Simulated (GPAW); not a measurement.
# Ga in GPAW: convergence with basis set

Input of the first run (basis set lcao:sz(dzp)); the others differ in this setting and in those tied to it:

The input run.py:

```python
from ase import Atoms
from ase.dft.bandgap import bandgap
from ase.io import write
from gpaw import GPAW

atoms = Atoms(['Ga'],
              cell=[[-1.3843987196, 1.3843987196, 2.3112238365],
                    [1.3843987196, -1.3843987196, 2.3112238365],
                    [1.3843987196, 1.3843987196, -2.3112238365]],
              scaled_positions=[[0.0, 0.0, 0.0]],
              pbc=True)

calc = GPAW(mode='lcao',
            h=0.16,
            basis='sz(dzp)',
            xc='PBE',
            kpts={'size': (10, 10, 10), 'gamma': True},
            occupations={'name': 'fermi-dirac', 'width': 0.05},
            convergence={'density': 1e-05, 'energy': 1e-05},
            maxiter=100,
            txt='gpaw.txt')
atoms.calc = calc
energy = atoms.get_potential_energy()
forces = atoms.get_forces()
calc.write('gs.gpw')
write('result.traj', atoms)
print(f'Energy: {energy:.6f} eV')
print('Forces (eV/A):')
print(forces.round(4))
print('Fermi level:', round(calc.get_fermi_level(), 4), 'eV')
print(f'Gap: {bandgap(calc)[0]:.4f} eV, direct: {bandgap(calc, direct=True)[0]:.4f} eV')
```

Potentials or basis: GPAW PAW data sets (gpaw-data 1.2.1), lcao:sz(dzp).

Run with:

```sh
$ OMP_NUM_THREADS=1 python run.py
```

This isn't the form of Ga at room conditions, which is orthorhombic.

Hardware: 1 thread of Arm Neoverse V1 (shared host).

```
    basis set  energy less the tightest run, at zero smearing (meV/atom)  SCF cycles  CPU time (s)  peak memory (GiB)
 lcao:sz(dzp)                                                     211.35           7            82               0.14
lcao:szp(dzp)                                                     158.54           7           350               0.16
 lcao:dz(dzp)                                                     106.56           7           120               0.15
     lcao:dzp                                                      89.59           7           420               0.16
           fd                                                       1.62           9            23               0.27
           pw                                                       0.00           8            10               0.13
```

Not settled before the last step: the energy (to 1 meV/atom). The tightest run that finished is the yardstick and may itself not be fully converged.
